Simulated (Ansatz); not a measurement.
An Ansatz run on LiNbO3, LiNbO3 type left the output below. The cell was relaxed beforehand with r2SCAN.

The cell given to it:
```
Li Nb O
1.0
     2.56870    1.48304    4.62823
    -2.56870    1.48304    4.62823
     0.00000   -2.96608    4.62823
Li Nb O
2 2 6
Cartesian
  0.0000 0.0000 10.8602
  0.0000 0.0000 3.9178
  0.0000 0.0000 6.9448
  0.0000 2.9661 9.2589
  0.9975 -1.3294 7.8201
  0.6525 1.5286 7.8201
  -0.6525 -1.4375 5.5060
  -1.6501 -0.1992 7.8201
  1.5712 0.1536 5.5060
  -0.9186 1.2839 5.5060
```

What the program printed (shortened):
```
scf.n_extra_bands = 12 over 68 filled bands (N_el = 68.0): the run solves 80 bands
Functional definition: PBE
Crystal: 10 atoms, lattice volume = 105.787 Å³
Basis set: ecut = 420 eV, 2079 PW (Γ)
Symmetry: 6 space group operations + 6 with time reversal
Magnetic group: BNS 161.70 (UNI 1300)
k-points: 32 of 216 (time reversal used)
NSCF: frozen V_eff on 10 k-points
Free energy (F): -12931.455811 eV
Fermi energy:    7.309286 eV
--- Per-component energies (eV) ---
  E_band       = -519.492930
  E_kinetic    = 1887.793325
  E_local      = -4261.341534
  E_nonlocal   = 450.202625
  E_hartree    = 1438.646260
  E_xc         = -818.269511
  E_vxc        = -1022.098078
  E_paw        = -7136.148568
  E_vpaw       = -451.354682
  E_ewald      = -4492.353215
--- Forces (eV/Å), atoms counted from 1 ---
  atom   1  Li      0.00000      0.00000    -0.01070
  atom   2  Li      0.00000      0.00000    -0.01070
  atom   3  Nb      0.00000      0.00000    -0.08240
  atom   4  Nb      0.00000      0.00000    -0.08240
  atom   5  O       0.01738    -0.11357      0.03103
  atom   6  O       0.08966      0.07184      0.03103
  atom   7  O     -0.08966      0.07184      0.03103
  atom   8  O     -0.10705      0.04173      0.03103
  atom   9  O     -0.01738    -0.11357      0.03103
  atom  10  O       0.10705      0.04173      0.03103
--- Stress (GPa, compression-positive) ---
        4.314964       0.000000       0.000000
        0.000000       4.314964       0.000000
        0.000000       0.000000       4.106239
  P = ⅓ Tr σ = 4.2454 GPa (42.454 kbar)
--- Band table (eV; the first three rows and the last of 32) ---
  k-point 0: bands = […, 6.6379, 6.6379, 6.7830, 6.7830, 7.2803, 7.2803, 7.2977, 7.2977, 10.9298, 10.9298, 10.9555, 10.9555, 11.4061, 11.4061, …]
  k-point 1: bands = […, 6.7988, 6.8015, 6.8748, 6.8772, 7.1509, 7.1518, 7.2044, 7.2105, 10.9382, 10.9674, 11.0181, 11.0252, 11.3768, 11.4274, …]
  k-point 2: bands = […, 6.8250, 6.8305, 6.9373, 6.9523, 7.0798, 7.0801, 7.2077, 7.2255, 10.9605, 11.0281, 11.1987, 11.2479, 11.7088, 11.7540, …]
  k-point 31: bands = […, 6.9798, 6.9798, 6.9798, 6.9798, 7.0023, 7.0023, 7.0082, 7.0082, 11.9474, 11.9474, 11.9474, 11.9474, 12.1127, 12.1127, …]
```

bands.tsv, columns around the gap (it counts bands from 0):
```tsv
# k_distance	band_58	band_59	band_60	band_61	band_62	band_63	band_64	band_65	band_66	band_67	band_68	band_69	band_70	band_71	band_72	band_73	band_74	band_75
# fermi_ev = 7.309286
# [0, 0, 0] at k_distance = 0.000000
# [-0.5, -0.5, -0.5] at k_distance = 0.678790
# [-0.5, -0.2351184956, -0.7648815044] at k_distance = 1.326705
# [-0.2351184956, 0.2351184956, -0.5] at k_distance = 1.864185
# [0, 0, -0.5] at k_distance = 2.439299
# [0, 0.3675592478, -0.3675592478] at k_distance = 2.947760
# [-0.3675592478, 0, -0.6324407522] at k_distance = 3.422952
# [-0.5, 0, -0.5] at k_distance = 3.746909
# [0.135417, 0.135417, 0.135417] at k_distance = 4.697467
# [0, 0.380208, -0.380208] at k_distance = 5.645473
# levels_relative_to = fermi_ev
0.000	-0.702	-0.702	-0.671	-0.671	-0.526	-0.526	-0.029	-0.029	-0.012	-0.012	3.620	3.620	3.646	3.646	4.097	4.097	5.111	5.111
0.679	-0.644	-0.644	-0.329	-0.329	-0.329	-0.329	-0.307	-0.307	-0.301	-0.301	4.638	4.638	4.638	4.638	4.803	4.803	4.850	4.850
1.327	-1.013	-1.013	-0.594	-0.594	-0.567	-0.567	-0.274	-0.274	-0.253	-0.253	3.878	3.878	3.948	3.948	4.722	4.722	4.772	4.772
1.864	-1.013	-1.013	-0.594	-0.594	-0.567	-0.567	-0.274	-0.274	-0.253	-0.253	3.878	3.878	3.948	3.948	4.722	4.722	4.772	4.772
2.439	-0.458	-0.458	-0.304	-0.304	-0.301	-0.301	-0.213	-0.213	-0.205	-0.205	3.874	3.874	3.902	3.902	4.722	4.722	4.728	4.728
2.948	-0.785	-0.769	-0.711	-0.692	-0.511	-0.478	-0.397	-0.381	-0.122	-0.115	3.552	3.608	4.058	4.093	4.659	4.703	4.742	4.779
3.423	-0.785	-0.769	-0.711	-0.692	-0.511	-0.478	-0.397	-0.381	-0.122	-0.115	3.552	3.608	4.058	4.093	4.659	4.703	4.742	4.779
3.747	-0.973	-0.973	-0.687	-0.687	-0.658	-0.658	-0.475	-0.475	-0.220	-0.220	3.712	3.712	4.139	4.139	4.594	4.594	4.659	4.659
4.697	-0.687	-0.687	-0.669	-0.667	-0.467	-0.467	-0.019	-0.019	-0.001	0.001	3.729	3.768	3.776	3.776	4.141	4.141	5.170	5.174
5.645	-0.793	-0.781	-0.714	-0.695	-0.536	-0.503	-0.410	-0.388	-0.126	-0.119	3.549	3.604	4.071	4.105	4.657	4.686	4.731	4.783
```
In order the rows are Γ, T, H₂, H₀, L, S₀, S₂, F, Γ–T (0.27), S₂–F (0.10).

Question: What input produced it? Give the YAML.

Answer:
```yaml
crystal:
  # lattice and atoms as above
kpoints:
  mp_grid: { grid: [6, 6, 6] }
  band_path:
    path:
      - [0.0, 0.0, 0.0]
      - [-0.5, -0.5, -0.5]
      - [-0.5, -0.2351184956, -0.7648815044]
      - [-0.2351184956, 0.2351184956, -0.5]
      - [0.0, 0.0, -0.5]
      - [0.0, 0.3675592478, -0.3675592478]
      - [-0.3675592478, 0.0, -0.6324407522]
      - [-0.5, 0.0, -0.5]
      - [0.135417, 0.135417, 0.135417]
      - [0.0, 0.380208, -0.380208]
    npoints: 1
hamiltonian:
  xc: pbe
scf:
  occupations: { method: fixed }
  n_extra_bands: 12
magnetization:
  noncollinear: true
  spin_orbit: true
output:
  forces: true
  stress: true
  eigenvalues: true
```
A single point prints forces and stress when the output block asks for them. Each band holds one electron and the count is doubled, so the run is non-collinear with spin-orbit coupling. Keys that only write grids to files are left aside. Not every key shows in the log; this is the file that was used.

It took 5.6 s on 1 × NVIDIA H100 80GB HBM3 with 2 threads of AMD EPYC 7R13 Processor (Zen 3) (shared host), load about 4.1 per core; peak host memory 1.4 GiB.

Simulation only: non-magnetic, and no claim that this is the phase found in nature.
